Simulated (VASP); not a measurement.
# GaN, energy and pressure at two fixed cells: which settings are enough?

GaN, R3m (no. 160), 2 atoms in the cell. BLYP; PAW potentials Ga_d, N (PBE set). VASP 6.6.1.

Wanted: energy difference within 1 meV/atom; pressure within 0.1 GPa; forces within 0.005 eV/Å; gap on the mesh within 0.01 eV.

Second cell: the given cell, volume scaled by 1.03.

The series start from ENCUT (eV): 520; k mesh: 7 x 7 x 7; PREC and ADDGRID: Accurate; LASPH: yes; EDIFF (eV): 1e-7; ALGO and mixing: Normal; LREAL: no; GGA_COMPAT: no. Each series keeps the choices made before it, and each single choice may use up half of a tolerance. Times cover all steps of a run.

## ENCUT (eV)

| ENCUT (eV) | Energy difference (meV/atom) | Pressure (GPa) | Forces, largest deviation (eV/Å) | Gap on the mesh (eV) | Time (s) |
|---|---|---|---|---|---|
| 300 | -25.9 | -6.81 | 0.0026 | 1.615 | 18 |
| 350 | -27.2 | 3.05 | 0.0002 | 1.665 | 19 |
| 400 | -28.4 | 8.67 | 0.0005 | 1.696 | 21 |
| 450 | -27.3 | 11.45 | 0.0004 | 1.709 | 21 |
| 520 | -27.1 | 12.26 | 0.0004 | 1.708 | 20 |
| 600 | -27.1 | 12.05 | 0.0006 | 1.708 | 29 |
| 700 | -27.2 | 12.07 | 0.0006 | 1.710 | 28 |
| 800 | -27.3 | 12.25 | 0.0002 | 1.711 | 32 |
| 900 | -27.3 | 12.35 | 0.0000 | 1.712 | 31 |
| 1000 | -27.3 | 12.38 | 0.0000 | 1.712 | 43 |
| 1200 (reference) | -27.3 | 12.37 | 0.0000 | 1.712 | 46 |

Chosen: 900, the loosest value from which every tighter one stays within half of the tolerance.

## k mesh

| k mesh | Energy difference (meV/atom) | Pressure (GPa) | Forces, largest deviation (eV/Å) | Gap on the mesh (eV) | Time (s) |
|---|---|---|---|---|---|
| 4 x 4 x 4 | -27.1 | 12.28 | 0.0002 | 1.690 | 26 |
| 5 x 5 x 5 | -27.1 | 12.29 | 0.0001 | 1.706 | 27 |
| 7 x 7 x 7 | -27.3 | 12.35 | 0.0000 | 1.712 | 31 |
| 9 x 9 x 9 | -27.3 | 12.36 | 0.0000 | 1.712 | 40 |
| 11 x 11 x 11 (reference) | -27.3 | 12.37 | 0.0000 | 1.712 | 58 |

Chosen: 7 x 7 x 7.

## PREC and ADDGRID

| PREC and ADDGRID | Energy difference (meV/atom) | Pressure (GPa) | Forces, largest deviation (eV/Å) | Gap on the mesh (eV) | Time (s) |
|---|---|---|---|---|---|
| Low | -27.5 | 12.43 | 0.0003 | 1.712 | 16 |
| Normal | -27.3 | 12.34 | 0.0000 | 1.712 | 21 |
| Accurate | -27.3 | 12.35 | 0.0000 | 1.712 | 31 |
| Accurate, ADDGRID (reference) | -27.3 | 12.35 | 0.0000 | 1.712 | 48 |

Chosen: Normal.

## LASPH

| LASPH | Energy difference (meV/atom) | Pressure (GPa) | Forces, largest deviation (eV/Å) | Gap on the mesh (eV) | Time (s) |
|---|---|---|---|---|---|
| no | -27.6 | 12.46 | 0.0044 | 1.710 | 15 |
| yes (reference) | -27.3 | 12.34 | 0.0000 | 1.712 | 21 |

Chosen: yes; the one before it in the list is off by more than half of the tolerance.

## EDIFF (eV)

| EDIFF (eV) | Energy difference (meV/atom) | Pressure (GPa) | Forces, largest deviation (eV/Å) | Gap on the mesh (eV) | Time (s) |
|---|---|---|---|---|---|
| 0.0001 | -27.3 | 11.90 | 0.0002 | 1.711 | 18 |
| 1e-5 | -27.3 | 12.26 | 0.0000 | 1.711 | 18 |
| 1e-6 | -27.3 | 12.36 | 0.0000 | 1.712 | 20 |
| 1e-7 | -27.3 | 12.34 | 0.0000 | 1.712 | 21 |
| 1e-8 (reference) | -27.3 | 12.34 | 0.0000 | 1.712 | 22 |

Chosen: 1e-6.

## ALGO and mixing

| ALGO and mixing | Energy difference (meV/atom) | Pressure (GPa) | Forces, largest deviation (eV/Å) | Gap on the mesh (eV) | Time (s) |
|---|---|---|---|---|---|
| Normal | -27.3 | 12.36 | 0.0000 | 1.712 | 20 |
| Fast | -27.3 | 12.21 | 0.0001 | 1.712 | 20 |
| All | -27.3 | 12.34 | 0.0000 | 1.712 | 32 |
| Damped, TIME 0.4 | -27.3 | 12.33 | 0.0001 | 1.711 | 29 |

Chosen: Normal; no other choice that stays within half of the tolerance saves 30 % of the time.

## LREAL

| LREAL | Energy difference (meV/atom) | Pressure (GPa) | Forces, largest deviation (eV/Å) | Gap on the mesh (eV) | Time (s) |
|---|---|---|---|---|---|
| no | -27.3 | 12.36 | 0.0000 | 1.712 | 20 |
| Auto | -27.4 | 12.34 | 0.0014 | 1.712 | 23 |

Chosen: no.

## GGA_COMPAT

| GGA_COMPAT | Energy difference (meV/atom) | Pressure (GPa) | Forces, largest deviation (eV/Å) | Gap on the mesh (eV) | Time (s) |
|---|---|---|---|---|---|
| no | -27.3 | 12.36 | 0.0000 | 1.712 | 20 |
| yes | -27.3 | 12.36 | 0.0000 | 1.712 | 26 |

Chosen: no.

## All choices together

| Input | Energy difference (meV/atom) | Pressure (GPa) | Forces, largest deviation (eV/Å) | Gap on the mesh (eV) | Time (s) |
|---|---|---|---|---|---|
| program defaults, coarse mesh (naive) | -28.9 | 8.43 | 0.0016 | 1.689 | 6.4 |
| chosen settings | -27.3 | 12.36 | 0.0001 | 1.712 | 20 |
| reference settings throughout | -27.3 | 12.39 | 0.0000 | 1.712 | 165 |

The tolerance is met.

Values of the reference run: Forces: 0.3319, 0.3319, 0.3319, -0.3319, -0.3319, -0.3319 eV/Å.

## The input

INCAR:
```
PREC     = Normal         # precision mode
ENCUT    = 900            # plane-wave cutoff, eV
EDIFF    = 1E-6           # SCF threshold, eV
ISMEAR   = 0              # smearing method
SIGMA    = 0.02           # smearing width, eV
LREAL    = F              # projectors in reciprocal space
LASPH    = T              # aspherical terms in the spheres
GGA_COMPAT= F            
ALGO     = Normal         # electronic algorithm
NELM     = 150            # most SCF steps
ISIF     = 2              # what is computed and relaxed
LWAVE    = F              # write WAVECAR
LCHARG   = F              # write CHGCAR
GGA      = B5             # functional
ALDAX    = 1.0          
AGGAX    = 1.0          
AGGAC    = 1.0          
ALDAC    = 0.0          
NBANDS   = 16             # bands
KPAR     = 2             
```

KPOINTS:
```
Automatic mesh
0
Gamma
  7 7 7
  0 0 0
```

POSCAR.step1:
```
GaN
1.0
    0.0000000000      2.2758139458      2.2758139458
    2.2758139458      0.0000000000      2.2758139458
    2.2758139458      2.2758139458      0.0000000000
Ga N
1 1
Direct
    0.0000000000      0.0000000000      0.0000000000
    0.2500000000      0.2500000000      0.2500000000
```

POSCAR.step2:
```
GaN
1.0
    0.0000000000      2.2535006075      2.2535006075
    2.2535006075      0.0000000000      2.2535006075
    2.2535006075      2.2535006075      0.0000000000
Ga N
1 1
Direct
    0.0000000000      0.0000000000      0.0000000000
    0.2564050400      0.2564050400      0.2564050400
```

Commands (each step's output is kept before the next begins):
```
cat potpaw_PBE.64/Ga_d/POTCAR potpaw_PBE.64/N/POTCAR > POTCAR
cp POSCAR.step1 POSCAR
mpirun -np 2 vasp_std > vasp.out
rm WAVECAR CHG
cp POSCAR.step2 POSCAR
mpirun -np 2 vasp_std > vasp.out
```

Limits: One atom is displaced by 0.05 Å on purpose; pressure, forces and gap belong to that cell (POSCAR.step2), and the energy difference is that of POSCAR.step1 less this one, displacement or strain included.

The chosen input took VASP 6.6.1 20 s on 2 cores (Intel Xeon Platinum 8488C (Sapphire Rapids)), a shared host.
